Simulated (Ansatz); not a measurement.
Input and command of a plane-wave DFT calculation in Ansatz:

```yaml
crystal:
  lattice:
    - [3.5539025783, 0.0, 0.0]
    - [-1.7769512891, 3.0777699154, 0.0]
    - [0.0, 0.0, 16.4026343073]
  atoms:
    - { symbol: Mo, position: [0.6666666667, 0.3333333333, 0.25] }
    - { symbol: Mo, position: [0.3333333333, 0.6666666667, 0.75] }
    - { symbol: Te, position: [0.6666666667, 0.3333333333, 0.6396354476] }
    - { symbol: Te, position: [0.3333333333, 0.6666666667, 0.3603645524] }
    - { symbol: Te, position: [0.6666666667, 0.3333333333, 0.8603645524] }
    - { symbol: Te, position: [0.3333333333, 0.6666666667, 0.1396354476] }
basis:
  ecutwfc: 420
kpoints:
  mp_grid: { grid: [12, 12, 2] }
hamiltonian:
  xc: pbe
scf:
  occupations: { method: gaussian, width: 0.02 }
output:
  forces: true
  stress: true
  eigenvalues: true
relax:
  adjacent_minimum: "off"
  f_tol: 0.01
  max_steps: 60
  cell: { stress_tol: 0.1 }
```

```bash
ansatz run input.yaml --threads 1 --pin off --max-ram 2560MiB --backend cpu --events-out ev --progress --plain --runs-dir out
```

Processor: Arm Neoverse V2, 1 thread, on a host shared with other jobs.

Q: How long does it run, and how much memory does it take?

A: About 3.2 min on 1 thread of Arm Neoverse V2, with other jobs on the host, peak memory 0.59 GiB. It solves 56 bands at 38 k points (the mesh reduced by symmetry) with about 3273 plane waves (on the last cell), in 67 SCF iterations over 10 ionic steps.
